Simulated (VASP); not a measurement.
Input of a VASP 6.6.1 run:

The input POSCAR:

```
AgCl
1.0
    0.0000000000      2.7350000000      2.7350000000
    2.7350000000      0.0000000000      2.7350000000
    2.7350000000      2.7350000000      0.0000000000
Ag Cl
1 1
Direct
    0.0000000000      0.0000000000      0.0000000000
    0.5000000000      0.5000000000      0.5000000000
```

File INCAR.step1:

```
PREC = Accurate
ENCUT = 520
EDIFF = 1E-6
ISMEAR = 0
SIGMA = 0.02
LREAL = False
LASPH = True
NELM = 100
ALGO = Fast
ISIF = 2
LWAVE = False
LCHARG = True
LMAXMIX = 4
GGA = PS
NBANDS = 16
```

The input KPOINTS.step1:

```
regular mesh
0
Gamma
  8 8 8
```

Contents of INCAR.step2:

```
PREC = Accurate
ENCUT = 520
EDIFF = 1E-6
ISMEAR = 0
SIGMA = 0.05
LREAL = False
LASPH = True
NELM = 100
ALGO = Fast
ISIF = 2
LWAVE = False
LCHARG = False
LMAXMIX = 4
GGA = PS
NBANDS = 16
ICHARG = 11
```

The input KPOINTS.step2:

```
path GXWKGLUWLK,UX
10
line-mode
reciprocal
 0.0000000000  0.0000000000  0.0000000000  G
 0.5000000000  0.0000000000  0.5000000000  X

 0.5000000000  0.0000000000  0.5000000000  X
 0.5000000000  0.2500000000  0.7500000000  W

 0.5000000000  0.2500000000  0.7500000000  W
 0.3750000000  0.3750000000  0.7500000000  K

 0.3750000000  0.3750000000  0.7500000000  K
 0.0000000000  0.0000000000  0.0000000000  G

 0.0000000000  0.0000000000  0.0000000000  G
 0.5000000000  0.5000000000  0.5000000000  L

 0.5000000000  0.5000000000  0.5000000000  L
 0.6250000000  0.2500000000  0.6250000000  U

 0.6250000000  0.2500000000  0.6250000000  U
 0.5000000000  0.2500000000  0.7500000000  W

 0.5000000000  0.2500000000  0.7500000000  W
 0.5000000000  0.5000000000  0.5000000000  L

 0.5000000000  0.5000000000  0.5000000000  L
 0.3750000000  0.3750000000  0.7500000000  K

 0.6250000000  0.2500000000  0.6250000000  U
 0.5000000000  0.0000000000  0.5000000000  X
```

Potentials or basis: VASP PAW PBE potentials, release 64 (Ag, Cl).

Run with:

```bash
$ cat potpaw_PBE.64/Ag/POTCAR potpaw_PBE.64/Cl/POTCAR > POTCAR
$ cp INCAR.step1 INCAR
$ cp KPOINTS.step1 KPOINTS
$ mpirun -np 1 vasp_std > vasp.out
$ cp INCAR.step2 INCAR
$ cp KPOINTS.step2 KPOINTS
$ mpirun -np 1 vasp_std > vasp.out
```

Q: Predict the band gap on the k mesh.

A: 0.72 eV, indirect (least direct gap 3.18 eV).

Q: What does it give for the band gap along the path?

A: 0.72 eV, indirect (least direct gap 2.99 eV).

Levels at the corners of the path, in eV from the valence-band top:
```
point  band 7  band 8  band 9  band 10  band 11  band 12
    Γ   -2.51   -2.51   -2.51     0.72    10.73    10.73
    X   -2.10   -2.10   -1.99     2.16     7.80     8.60
    X   -2.10   -2.10   -1.99     2.16     7.80     8.60
    W   -2.10   -2.09   -1.31     4.16     7.73     7.73
    W   -2.10   -2.09   -1.31     4.16     7.73     7.73
    K   -1.98   -1.78   -1.15     3.47     7.09     8.02
    K   -1.98   -1.78   -1.15     3.47     7.09     8.02
    Γ   -2.51   -2.51   -2.51     0.72    10.73    10.73
    Γ   -2.51   -2.51   -2.51     0.72    10.73    10.73
    L   -1.90    0.00    0.00     3.92     6.67     7.45
    L   -1.90    0.00    0.00     3.92     6.67     7.45
    U   -1.98   -1.78   -1.15     3.47     7.09     8.02
    U   -1.98   -1.78   -1.15     3.47     7.09     8.02
    W   -2.10   -2.09   -1.31     4.16     7.73     7.73
    W   -2.10   -2.09   -1.31     4.16     7.73     7.73
    L   -1.90    0.00    0.00     3.92     6.67     7.45
    L   -1.90    0.00    0.00     3.92     6.67     7.45
    K   -1.98   -1.78   -1.15     3.47     7.09     8.02
    U   -1.98   -1.78   -1.15     3.47     7.09     8.02
    X   -2.10   -2.10   -1.99     2.16     7.80     8.60
```

Caveat: the log is that of the step along the path at fixed density, whose energy, stress, charges and moments have no meaning.

**Measured values to compare with.**

A printed reference work, data compilation reports, for a bulk crystal of AgCl: band gap 3.249 eV (indirect).

Against the measured gap of AgCl, 3.249 eV (indirect; a printed reference work, data compilation), the calculated 0.72 eV is off by -2.53 eV. So large a miss can be the level of theory's own, or it may mean another phase, state or a wrong row. Spin-orbit coupling on Ag is left out. The value is that of PBEsol, without temperature or zero-point motion. Semilocal functionals fall short of measured gaps as a rule.
